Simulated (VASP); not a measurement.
# ZrC (Fm-3m) in VASP: a series of runs

One crystal, ZrC, is run at these levels: PBE; tasks: density of states, electric field gradients.

All numbers are computed with VASP 6.6.1; they aren't measurements. Logs are shortened: lines on timing, memory, paths and dates and some standing lists are left out, and cuts for length are marked.

### 1 The crystal as given

Symmetry: Fm-3m, No. 225, cubic system. The conventional cell has a = 4.700 Å, b = 4.700 Å, c = 4.700 Å, α = 90.00°, β = 90.00°, γ = 90.00°. Zr (site symmetry m-3m) has 6 C at 2.35 Å as nearest neighbours. C (site symmetry m-3m) is surrounded by 6 Zr at 2.35 Å.

### 2 Density of states, PBE

Input file POSCAR:

```
ZrC
1.0
    0.0000000000      2.3502100000      2.3502100000
    2.3502100000      0.0000000000      2.3502100000
    2.3502100000      2.3502100000      0.0000000000
Zr C
1 1
Direct
    0.5000000000      0.5000000000      0.5000000000
    0.0000000000      0.0000000000      0.0000000000
```

Input file INCAR.step1:

```
SYSTEM = ZrC
  PREC = Accurate
  ENCUT = 520
  EDIFF = 1E-7
  ISMEAR = -1
  SIGMA = 0.05
  LREAL = .False.
  LASPH = .True.
  NELM = 100
  ALGO = Fast
  ISIF = 2
  LWAVE = .False.
  LCHARG = .True.
  LMAXMIX = 4
  GGA = PE
  NBANDS = 15
```

Input file KPOINTS.step1:

```
Automatic mesh
0
Gamma
  15 15 15
  0 0 0
```

Input file INCAR.step2:

```
SYSTEM = ZrC
  PREC = Accurate
  ENCUT = 520
  EDIFF = 1E-7
  ISMEAR = -5
  SIGMA = 0.05
  LREAL = .False.
  LASPH = .True.
  NELM = 100
  ALGO = Fast
  ISIF = 2
  LWAVE = .False.
  LCHARG = .False.
  LMAXMIX = 4
  GGA = PE
  LORBIT = 10
  NEDOS = 2001
  ICHARG = 11
```

Input file KPOINTS.step2:

```
Automatic mesh
0
Gamma
  23 23 23
  0 0 0
```

Potentials or basis: VASP PAW PBE potentials, release 64 (Zr_sv, C).

Command:

```bash
$ cat potpaw_PBE.64/Zr_sv/POTCAR potpaw_PBE.64/C/POTCAR > POTCAR
$ cp INCAR.step1 INCAR
$ cp KPOINTS.step1 KPOINTS
$ mpirun -np 1 vasp_std > vasp.out
$ cp INCAR.step2 INCAR
$ cp KPOINTS.step2 KPOINTS
$ mpirun -np 1 vasp_std > vasp.out
```

OUTCAR:

```text
SYSTEM = ZrC
   PREC = Accurate
   ENCUT = 520
   EDIFF = 1E-7
   ISMEAR = -5
   LREAL = .False.
   LASPH = .True.
   NELM = 100
   ISIF = 2
   GGA = PE
   LORBIT = 10
   ICHARG = 11

 ion  position               nearest neighbor table
   1  0.500  0.500  0.500-   2 2.35   2 2.35   2 2.35   2 2.35   2 2.35   2 2.35
   2  0.000  0.000  0.000-   1 2.35   1 2.35   1 2.35   1 2.35   1 2.35   1 2.35

  LATTYP: Found a face centered cubic cell.
 ALAT       =     4.7004200000

  Lattice vectors:

 A1 = (   0.0000000000,   2.3502100000,   2.3502100000)
 A2 = (   2.3502100000,   0.0000000000,   2.3502100000)
 A3 = (   2.3502100000,   2.3502100000,   0.0000000000)

Analysis of symmetry for initial positions (statically):
=====================================================================
 Subroutine PRICEL returns:
 Original cell was already a primitive cell.

 Routine SETGRP: Setting up the symmetry group for a
 face centered cubic supercell.

 Subroutine GETGRP returns: Found 48 space group operations
 (whereof 48 operations were pure point group operations)
 out of a pool of 48 trial point group operations.

The static configuration has the point symmetry O_h .

Analysis of symmetry for dynamics (positions and initial velocities):
=====================================================================
 Subroutine PRICEL returns:
 Original cell was already a primitive cell.

 Routine SETGRP: Setting up the symmetry group for a
 face centered cubic supercell.

 Subroutine GETGRP returns: Found 48 space group operations
 (whereof 48 operations were pure point group operations)
 out of a pool of 48 trial point group operations.

The dynamic configuration has the point symmetry O_h .

 Subroutine INISYM returns: Found 48 space group operations
 (whereof 48 operations are pure point group operations),
 and found     1 'primitive' translations

----------------------------------------------------------------------------------------

                                     Primitive cell

  volume of cell :      25.9627

  direct lattice vectors                    reciprocal lattice vectors
     0.000000000  2.350210000  2.350210000    -0.212746946  0.212746946  0.212746946
     2.350210000  0.000000000  2.350210000     0.212746946 -0.212746946  0.212746946
     2.350210000  2.350210000  0.000000000     0.212746946  0.212746946 -0.212746946

  length of vectors
     3.323698856  3.323698856  3.323698856     0.368488520  0.368488520  0.368488520

  position of ions in fractional coordinates (direct lattice)
     0.500000000  0.500000000  0.500000000
     0.000000000  0.000000000  0.000000000

  ion indices of the primitive-cell ions
   primitive index   ion index
                 1           1
                 2           2

----------------------------------------------------------------------------------------

 KPOINTS: Automatic mesh

Automatic generation of k-mesh.
 Grid dimensions read from file:
 generate k-points for:   23   23   23

 Generating k-lattice:

  Cartesian coordinates                     Fractional coordinates (reciprocal lattice)
    -0.009249867  0.009249867  0.009249867     0.043478261  0.000000000  0.000000000
     0.009249867 -0.009249867  0.009249867     0.000000000  0.043478261  0.000000000
     0.009249867  0.009249867 -0.009249867     0.000000000  0.000000000  0.043478261

  Length of vectors
     0.016021240  0.016021240  0.016021240

  Shift w.r.t. Gamma in fractional coordinates (k-lattice)
     0.000000000  0.000000000  0.000000000

 TETIRR: Found   1662 inequivalent tetrahedra from    73002

 Subroutine IBZKPT returns following result:
 ===========================================

 Found    364 irreducible k-points:

 Following reciprocal coordinates:
            Coordinates               Weight
  0.000000  0.000000  0.000000      1.000000
  0.043478  0.000000  0.000000      8.000000
  0.086957  0.000000  0.000000      8.000000
  0.130435  0.000000  0.000000      8.000000
  0.173913  0.000000  0.000000      8.000000
  0.217391  0.000000  0.000000      8.000000
[... 16 lines left out ...]
  0.478261  0.043478  0.000000     24.000000
 -0.478261  0.043478  0.000000     24.000000
 [... further k-points ...]
   k-points           NKPTS =    364   k-points in BZ     NKDIM =    364   number of bands    NBANDS=     12
   number of dos      NEDOS =   2001   number of ions     NIONS =      2
   total plane-waves  NPLWV =  21952
   dimension x,y,z NGX =    28 NGY =   28 NGZ =   28
   dimension x,y,z NGXF=    56 NGYF=   56 NGZF=   56
   ions per type =               1   1
   NGX,Y,Z   is equivalent  to a cutoff of  14.01, 14.01, 14.01 a.u.
   NGXF,Y,Z  is equivalent  to a cutoff of  28.01, 28.01, 28.01 a.u.
 SYSTEM =  ZrC
   PREC   = accura    normal or accurate (medium, high low for compatibility)
   ISTART =      0    job   : 0-new  1-cont  2-samecut
   ICHARG =     11    charge: 1-file 2-atom 10-const
   ISPIN  =      1    spin polarized calculation?
   LNONCOLLINEAR =      F non collinear calculations
   LSORBIT =      F    spin-orbit coupling
   LASPH  =      T    aspherical Exc in radial PAW
   ENCUT  =  520.0 eV  38.22 Ry    6.18 a.u.   6.18  6.18  6.18*2*pi/ulx,y,z
   NELM   =    100;   NELMIN=  2; NELMDL=  0     # of ELM steps
   EDIFF  = 0.1E-06   stopping-criterion for ELM
   LREAL  =      F    real-space projection
   EDIFFG = 0.1E-05   stopping-criterion for IOM
   NSW    =      0    number of steps for IOM
   IBRION =     -1    ionic relax: 0-MD 1-quasi-New 2-CG
   NFREE  =      0    steps in history (QN), initial steepest desc. (CG)
   ISIF   =      2    stress and relaxation
   ISYM   =      2    0-nonsym 1-usesym 2-fastsym
   POTIM  = 0.5000    time-step for ionic-motion
   TEBEG  =    0.0;   TEEND  =   0.0 temperature during run
   PSTRESS=    0.0 pullay stress
   NELECT =      16.0000    total number of electrons
   NUPDOWN=      -1.0000    fix difference up-down
   EMIN   =  10.00;   EMAX   =-10.00  energy-range for DOS
   EFERMI =   0.00;   METHOD = LEGACY
   ISMEAR =    -5;   SIGMA  =   0.05  broadening in eV -4-tet -1-fermi 0-gaus
   EFERMI_NEDOS =   21; number of points for ismear=-14 and -15
   IALGO  =     68    algorithm
   IMIX   =      4    mixing-type and parameters
     AMIX     =   0.40;   BMIX     =  1.00
     AMIX_MAG =   1.60;   BMIX_MAG =  1.00
  volume/ion in A,a.u.               =      12.98        87.60
  Fermi-wavevector in a.u.,A,eV,Ry     =   1.393151  2.632673 26.407131  1.940869
  Thomas-Fermi vector in A             =   2.516825
   LORBIT       =     10    0 simple, 1 ext, 2 COOP (PROOUT), +10 PAW based schemes
   GGA     = PE    functional components
   LHFCALC =     F    Hartree Fock is set to
   AEXX    =    0.0000 exact exchange contribution
   IVDW    =     0    specifies the selected vdW correction
   LEPSILON=     F    determine dielectric tensor
   LRPA    =     F    only Hartree local field effects (RPA)
 non-spin polarized calculation
 RMM-DIIS sequential band-by-band and
 Fermi weights with tetrahedron method with Bloechl corrections
  energy-cutoff  :      520.00
  volume of cell :       25.96
 maximum number of plane-waves:       725
 NGX is ok and might be reduce to    28

 number of electron      16.0000000 magnetization

 Free energy of the ion-electron system (eV)
  ---------------------------------------------------
  ext. energy  EPLUGINS =         0.00000000
  ---------------------------------------------------
  free energy    TOTEN  =       -19.46109912 eV

  energy without entropy =      -19.46109912  energy(sigma->0) =      -19.46109912

 E-fermi :   9.6349     XC(G=0): -12.1333

 val. band max:        9.6998468594   @ k =  -0.0435   0.0435   0.0000
 cond. band min:       9.6130782579   @ k =   0.4348   0.3913   0.0000
 fundamental gap:     -0.0867686015
 Fermi energy:         9.6348820017

 k-point     1 :       0.0000    0.0000    0.0000
  band No.  band energies     occupation
      1     -38.4919      2.00000
      2     -16.2025      2.00000
      3     -16.2025      2.00000
      4     -16.2025      2.00000
      5      -1.6941      2.00000
      6      10.5472      0.00000
      7      10.5472      0.00000
      8      10.5472      0.00000
      9      10.7071      0.00000
     10      10.7071      0.00000
     11      10.7072      0.00000
     12      12.4253      0.00000

 k-point     2 :       0.0435    0.0000    0.0000
  band No.  band energies     occupation
      1     -38.4901      2.00000
      2     -16.2196      2.00000
      3     -16.2039      2.00000
      4     -16.2039      2.00000
      5      -1.6507      2.00000
      6      10.0710     -0.22626
      7      10.2228      0.00000
      8      10.2228      0.00000
      9      10.8509      0.00000
     10      10.8509      0.00000
     11      11.0823      0.00000
     12      12.6954      0.00000

 k-point     3 :       0.0870    0.0000    0.0000
  band No.  band energies     occupation
      1     -38.4846      2.00000
      2     -16.2693      2.00000
      3     -16.2083      2.00000
      4     -16.2083      2.00000
      5      -1.5228      2.00000
      6       9.4449      1.94769
      7       9.7030      0.88868
      8       9.7031      0.66368
      9      11.0195      0.00000
     10      11.0195      0.00000
     11      11.4278      0.00000
     12      13.3127      0.00000
[... 286 lines left out ...]
 k-point    23 :       0.4783    0.0435    0.0000
  band No.  band energies     occupation
      1     -38.3909      2.00000
      2     -17.0394      2.00000
      3     -16.2888      2.00000
      4     -16.2861      2.00000
      5       1.2732      2.00000
      6       4.4460      2.00000
      7       6.7118      2.00000
      8       6.7533      2.00000
      9      13.8025      0.00000
     10      14.1227      0.00000
     11      14.7527      0.00000
     12      16.5536      0.00000

 k-point    24 :      -0.4783    0.0435    0.0000
  band No.  band energies     occupation
      1     -38.3896      2.00000
      2     -17.0491      2.00000
      3     -16.2931      2.00000
      4     -16.2838      2.00000
      5       1.3387      2.00000
      6       4.3678      2.00000
      7       6.7031      2.00000
      8       6.7131      2.00000
      9      13.9959      0.00000
     10      14.0893      0.00000
     11      14.8914      0.00000
     12      16.3496      0.00000

 [... further k-points ...]

------------------------ aborting loop because EDIFF is reached ----------------------------------------

  FORCE on cell =-STRESS in cart. coord.  units (eV):
  Direction    XX          YY          ZZ          XY          YZ          ZX
  --------------------------------------------------------------------------------------
  -------------------------------------------------------------------------------------
  Total        0.2302616      0.2302616      0.2302616     -0.0000000      0.0000000      0.0000000
  in kB       14.2096082     14.2096082     14.2096082     -0.0000000      0.0000000      0.0000000
  external PRESSURE =      14.2096082 kB  Pullay stress =       0.0000000 kB

 VOLUME and BASIS-vectors are now :
 -----------------------------------------------------------------------------
  energy-cutoff  :      520.00
  volume of cell :       25.96
      direct lattice vectors                 reciprocal lattice vectors
     0.000000000  2.350210000  2.350210000    -0.212746946  0.212746946  0.212746946
     2.350210000  0.000000000  2.350210000     0.212746946 -0.212746946  0.212746946
     2.350210000  2.350210000  0.000000000     0.212746946  0.212746946 -0.212746946

 POSITION                                       TOTAL-FORCE (eV/Angst)
 -----------------------------------------------------------------------------------
      2.35021      2.35021      2.35021         0.000000      0.000000     -0.000000
      0.00000      0.00000      0.00000        -0.000000     -0.000000      0.000000
 -----------------------------------------------------------------------------------
    total drift:                                0.000000      0.000000      0.000000

  FREE ENERGIE OF THE ION-ELECTRON SYSTEM (eV)
  ---------------------------------------------------
  free  energy   TOTEN  =       -19.4610991210 eV

  energy  without entropy=      -19.4610991210  energy(sigma->0) =      -19.46109912

 total charge

# of ion       s       p       d       tot
------------------------------------------
    1        2.175   6.043   1.626   9.844
    2        0.886   1.475   0.000   2.361
--------------------------------------------------
tot          3.061   7.518   1.626  12.205
```

Wall time 88 s (1 thread of Intel Xeon 6975P-C (Granite Rapids), shared host); peak memory 0.25 GiB.

Results:

```yaml
Valence_electrons_inside_the_program's_atomic_spheres: Zr 9.84; C 2.36
```

States per cell in windows of 0.5 eV (zero at the Fermi level; states under -8 eV left out):
| from (eV) | total | Zr1_d | C2_p | Zr1_p | Zr1_s | C2_s | C2_d |
| --- | --- | --- | --- | --- | --- | --- | --- |
| -8.0 | 0.00 | 0.00 | 0.00 | 0.00 | 0.00 | 0.00 | 0.00 |
| -7.5 | 0.00 | 0.00 | 0.00 | 0.00 | 0.00 | 0.00 | 0.00 |
| -7.0 | 0.00 | 0.00 | 0.00 | 0.00 | 0.00 | 0.00 | 0.00 |
| -6.5 | 0.00 | 0.00 | 0.00 | 0.00 | 0.00 | 0.00 | 0.00 |
| -6.0 | 0.00 | 0.00 | 0.00 | 0.00 | 0.00 | 0.00 | 0.00 |
| -5.5 | 0.04 | 0.01 | 0.01 | 0.00 | 0.00 | 0.00 | 0.00 |
| -5.0 | 0.16 | 0.03 | 0.03 | 0.00 | 0.02 | 0.00 | 0.00 |
| -4.5 | 0.38 | 0.07 | 0.08 | 0.01 | 0.03 | 0.00 | 0.00 |
| -4.0 | 0.51 | 0.10 | 0.11 | 0.01 | 0.03 | 0.01 | 0.00 |
| -3.5 | 0.44 | 0.08 | 0.10 | 0.01 | 0.02 | 0.00 | 0.00 |
| -3.0 | 0.96 | 0.27 | 0.25 | 0.03 | 0.01 | 0.00 | 0.00 |
| -2.5 | 1.94 | 0.49 | 0.47 | 0.09 | 0.00 | 0.01 | 0.00 |
| -2.0 | 0.75 | 0.23 | 0.18 | 0.02 | 0.00 | 0.00 | 0.00 |
| -1.5 | 0.41 | 0.11 | 0.11 | 0.01 | 0.00 | 0.00 | 0.00 |
| -1.0 | 0.27 | 0.06 | 0.08 | 0.01 | 0.00 | 0.00 | 0.00 |
| -0.5 | 0.15 | 0.03 | 0.05 | 0.00 | 0.00 | 0.00 | 0.00 |
| 0.0 | 0.16 | 0.04 | 0.05 | 0.00 | 0.00 | 0.00 | 0.00 |
| 0.5 | 0.21 | 0.08 | 0.04 | 0.00 | 0.00 | 0.00 | 0.00 |
| 1.0 | 0.29 | 0.14 | 0.04 | 0.00 | 0.00 | 0.00 | 0.00 |
| 1.5 | 0.33 | 0.17 | 0.04 | 0.00 | 0.00 | 0.00 | 0.00 |
| 2.0 | 0.38 | 0.20 | 0.05 | 0.00 | 0.00 | 0.00 | 0.00 |
| 2.5 | 0.45 | 0.26 | 0.05 | 0.00 | 0.00 | 0.00 | 0.00 |
| 3.0 | 0.53 | 0.33 | 0.05 | 0.00 | 0.00 | 0.00 | 0.00 |
| 3.5 | 0.63 | 0.41 | 0.06 | 0.00 | 0.00 | 0.00 | 0.00 |
| 4.0 | 0.87 | 0.62 | 0.06 | 0.00 | 0.01 | 0.01 | 0.00 |
| 4.5 | 1.02 | 0.74 | 0.09 | 0.00 | 0.01 | 0.01 | 0.00 |
| 5.0 | 1.04 | 0.74 | 0.11 | 0.00 | 0.02 | 0.00 | 0.00 |
| 5.5 | 0.77 | 0.59 | 0.05 | 0.00 | 0.01 | 0.01 | 0.00 |
| 6.0 | 0.29 | 0.18 | 0.03 | 0.00 | 0.01 | 0.01 | 0.00 |
| 6.5 | 0.31 | 0.19 | 0.03 | 0.00 | 0.01 | 0.02 | 0.00 |
| 7.0 | 0.36 | 0.20 | 0.03 | 0.01 | 0.01 | 0.02 | 0.00 |
| 7.5 | 0.33 | 0.14 | 0.03 | 0.01 | 0.00 | 0.02 | 0.00 |

Caveat: tetrahedron occupations give inexact forces and stress in metals.

[end of part 1 of 2]
